VASP 6.6.1 plane-wave PAW DFT for zincblende CdS (2-atom primitive cell), with cell and atoms relaxed without spin polarisation, spin–orbit coupling or dispersion correction. All runs use a 600 eV cutoff, an 8 × 8 × 8 k mesh and Gaussian smearing of 0.02 eV. Volume changes are relative to the shared starting cell (25.49 Å³/atom); a is the primitive-cell edge.

| functional | potentials | volume change (%) | relaxed length a (Å) |
| --- | --- | --- | --- |
| LDA | VASP-PAW-LDA-potentials,-recommended | -5.740 | 4.081 |
| PBE | VASP-PAW-PBE-potentials,-recommended | 2.580 | 4.197 |
| PBEsol | VASP-PAW-PBE-potentials,-recommended | -2.540 | 4.127 |
| RPBE | VASP-PAW-PBE-potentials,-recommended | 6.770 | 4.254 |
| r2SCAN | VASP-PAW-PBE-potentials,-recommended | 0.000 | 4.162 |

Changing the density functional, and for LDA the matching potentials too, moves the volume of this crystal by up to an eighth and its bond lengths by a few per cent. Relaxing from the shared starting cell gains little energy, at most a few hundredths of an electronvolt per CdS unit. These are sizes worth remembering for a fairly soft semiconductor. The failure to look for is a run that has converged properly to the wrong size.

**What is compared**

Each row is the same zincblende crystal, relaxed until the pressure had nearly gone. The cell keeps its cubic symmetry in each run, so there is one result per row, the volume. The column "relaxed length a" gives the edge of the primitive cell; multiplied by $\sqrt{2}$ it becomes the familiar cube edge. From smallest to largest the order is LDA, PBEsol, r2SCAN, PBE, RPBE, with 12.5 % of the starting volume between the ends.

The column "volume change" counts from the starting cell, not from a measured crystal. The r2SCAN run stopped at its first geometry because hardly any pressure was left there, so the start was already close to an r2SCAN minimum. Its 0.000 % therefore records where the run began and is no proof of accuracy. For the same reason the minus sign of PBEsol does not mean that PBEsol makes the crystal too small.

**How the failure shows itself**

An outside length is needed. A rough recalled value for the measured cube edge is 5.8 Å, good to about 0.05 Å, or 1 %. Against it PBE is too long by 2.3 % and RPBE by 3.7 %, both clearly beyond that uncertainty. The r2SCAN edge is longer by 1.5 %, a slighter excess.

LDA and PBEsol both fall inside the uncertainty of the recalled edge. LDA is known to make most solids too small, and its place at the bottom of this table fits that habit. A two-figure reference cannot say which of the two is nearer to the real crystal. That ranking would need a precise measured edge, corrected for the motion of the atoms.

The usual signs of a good run give no warning. In zincblende each atom sits at the centre of a regular tetrahedron, so the forces vanish by symmetry at any volume and with any functional. The pressure does respond to volume, but relaxation removes it whether the functional is good or bad. What remains of it corresponds to about 0.04 % in volume, hundreds of times less than the spread between the rows. A small residual pressure shows that the minimum was found; it does not show that the minimum is in the right place.

**Why a small energy error becomes a visible length error**

Near its minimum a crystal behaves like a spring. If $\Delta E$ is the energy gained when the volume relaxes by $\Delta V$ to its final value $V$, then

$$\Delta E \approx \frac{K\,(\Delta V)^2}{2V},$$

where $K$ is the bulk modulus, the resistance to uniform compression. The four runs that moved give $K$ between 53 and 61 GPa. The formula neglects the stiffening of a real crystal under compression, so these are estimates, not precise elastic constants.

With such a spring, the 36 meV per CdS unit gained in the RPBE run goes with an expansion of 6.8 %. Seen from the starting cell, RPBE acts like a pull and LDA like a squeeze, each of roughly 3 to 4 GPa. A much stiffer crystal such as diamond would answer a similar push with a far smaller change of volume. Softness does not create the error of a functional, but it makes the error easy to see in the lattice.

**Where the push comes from**

LDA treats each small region of the crystal as if it were part of a uniform electron gas. PBE, PBEsol and RPBE also look at how steeply the density changes. They measure this by the reduced gradient $s$, the steepness compared with the local wavelength of the electrons. As $s$ grows they strengthen the exchange energy, which is negative, and this lowers the energy of an uneven density relative to LDA. Their correlation part works the other way. In PBE and RPBE it roughly cancels the gain at small $s$, but at larger $s$ exchange wins.

Stretching a bond takes the crystal a step towards separate atoms. The density between the atoms thins out, and the total density becomes more uneven. A functional that rewards unevenness therefore favours the stretched crystal more than LDA does, and its minimum moves to a larger volume. This is the standard theoretical argument; the table shows its outcome, not the separate energy terms.

The simplest version says that one number sets the expansion: the coefficient $\mu$ with which the exchange enhancement starts to grow as $s^2$. It is zero for LDA, $10/81 \approx 0.12$ for PBEsol and about 0.22 for both PBE and RPBE. A straight line drawn through the LDA and PBE rows then predicts PBEsol, which was not used to draw it:

$$-5.7\,\% + \frac{0.12}{0.22}\times 8.3\,\% \approx -1\,\%.$$

The calculation gives −2.5 %. The line places PBEsol correctly between LDA and PBE, but makes it too large by about 1.5 % of the starting volume. PBEsol also has a changed correlation part, it runs here on potentials made for PBE, and the LDA row uses its own potentials, so this miss cannot be assigned to a single cause.

**The pair that exposes the weak point**

RPBE is the sharper test. It shares with PBE the potentials, the correlation, the coefficient $\mu$ and the upper limit of the enhancement. The line therefore predicts the same volume for both, yet RPBE comes out larger by 4.2 % of the starting volume. Only the shape of the enhancement between small and very large $s$ is left to cause this difference.

The two formulas show where they part. At $s = 0.5$ both strengthen exchange by about 5 %. At $s = 2$ PBE strengthens it by 42 % and RPBE by 53 %. The volume thus depends on regions where the density changes quickly, and a description built on small gradients misses an effect half as large as the whole step from LDA to PBE.

This also points to the expected root of the failure. A functional of this kind has one enhancement curve, which must serve both separate atoms and the packed crystal. A steep curve suits the energies of atoms and molecules, but tends to give solids that are too large. PBEsol takes a gentler curve, which is expected to be the main reason why its crystal is smaller than that of PBE. r2SCAN also uses the kinetic energy density, which helps it to tell one kind of bonding from another; here it lands between PBEsol and PBE.

Two omissions bear on the blame laid on PBE and RPBE. The runs describe atoms at rest, and vibration usually enlarges a crystal, so including it would probably worsen their excess. They also lack a dispersion correction, whose extra attraction would be expected to shrink the cell. How much of the excess it would remove is not tested here.

**What follows for a CdS layer**

CdS serves as a thin layer in some solar cells, where its fit to the neighbouring material matters. Suppose a PBE model of the layer is clamped to a measured substrate length. The model then starts with a false compression of roughly 2 % in the plane, and with RPBE of nearly 4 %. An engineer could mistake this for real misfit strain, although it comes from mixing a measured length with a computed one.

The safer course is to relax both materials with the same functional and compare their computed lengths. Errors of the same sign then cancel as far as the two materials err alike, which should be checked for each pair. Repeating the comparison with a second functional shows how much of the misfit depends on the choice. The printed analysis below gives the cube edges, the stiffness estimates and the test of the straight line.

Output of the analysis:

```
Cube edge and its excess over a rough recalled 5.8 angstrom:
     row  edge_angstrom  excess_percent
     LDA          5.771          -0.493
     PBE          5.935           2.335
  PBEsol          5.836          0.6286
    RPBE          6.016           3.725
  r2SCAN          5.886           1.482
Spread of volume from LDA to RPBE, in % of the starting volume: 12.51
Step from LDA to PBE, in % of the starting volume: 8.32
Step from PBEsol to PBE, in % of the starting volume: 5.12
Step from PBE to RPBE, in % of the starting volume: 4.19
Relaxation energy, harmonic bulk modulus and equivalent pressure at the start (r2SCAN took no step, its zeros mean nothing):
     row  gain_meV_per_CdS  bulk_GPa  pressure_GPa
     LDA             33.87      60.9         3.709
     PBE             5.806     56.24         1.414
  PBEsol             6.153     58.42         1.523
    RPBE             36.43     53.34         3.382
  r2SCAN                 0         0             0
Volume uncertainty from the largest residual pressure, in %: 0.03825
Volume still missing in the r2SCAN run from its residual pressure, in %: 0.02685
One-coefficient picture, expected PBEsol volume change in %: -1.06
One-coefficient picture, PBEsol expected less computed, in % of the starting volume: 1.48
One-coefficient picture, RPBE expected (same as PBE) less computed, in % of the starting volume: -4.19
PBE exchange enhancement over LDA at reduced gradient 0.5, in %: 5.137
RPBE exchange enhancement over LDA at reduced gradient 0.5, in %: 5.304
PBE exchange enhancement over LDA at reduced gradient 2, in %: 41.97
RPBE exchange enhancement over LDA at reduced gradient 2, in %: 53.42
```
